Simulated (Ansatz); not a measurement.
# Au (fcc type): the cost of one run

Method: DFT, PBE, all-electron LAPW, scalar-relativistic, in Ansatz 0.2.0.

## 1. The starting structure

Symmetry: Fm-3m, No. 225, cubic system. The conventional cell has a = 3.674 Å, b = 3.674 Å, c = 3.674 Å, α = 90.00°, β = 90.00°, γ = 90.00°. Around Au (site symmetry m-3m) lie 12 Au at 2.60 Å.

As a file:

```
Au
1.0
     0.00000    1.83703    1.83703
     1.83703    0.00000    1.83703
     1.83703    1.83703    0.00000
Au
1
Direct
  0.00000 0.00000 0.00000
```

## 2. Fcc relaxed under pressure, LAPW

input.yaml

```yaml
crystal:
  lattice:
    - [0.0, 1.8370337659, 1.8370337659]
    - [1.8370337659, 0.0, 1.8370337659]
    - [1.8370337659, 1.8370337659, 0.0]
  atoms:
    - { symbol: Au, position: [0.0, 0.0, 0.0] }
kpoints:
  mp_grid: { grid: [18, 18, 18] }
scf:
  occupations: { method: fermi_dirac, width: 0.1 }
hamiltonian:
  xc: pbe
  pseudopotentials: { kind: all_electron, lapw: { basis_error: 0.0005 } }
output:
  forces: true
  stress: true
  eigenvalues: true
relax:
  f_tol: 0.005
  max_steps: 12
  cell: { p_target: 150.0, stress_tol: 0.075 }
```

Command:

```console
$ ansatz run input.yaml --threads 1 --pin off --max-ram 3584MiB --backend cpu --events-out ev --progress --plain --runs-dir out
```

Q: Estimate wall time and peak memory on 1 thread of Arm Neoverse V2, shared host.

About 73 s, with a peak of 0.54 GiB.
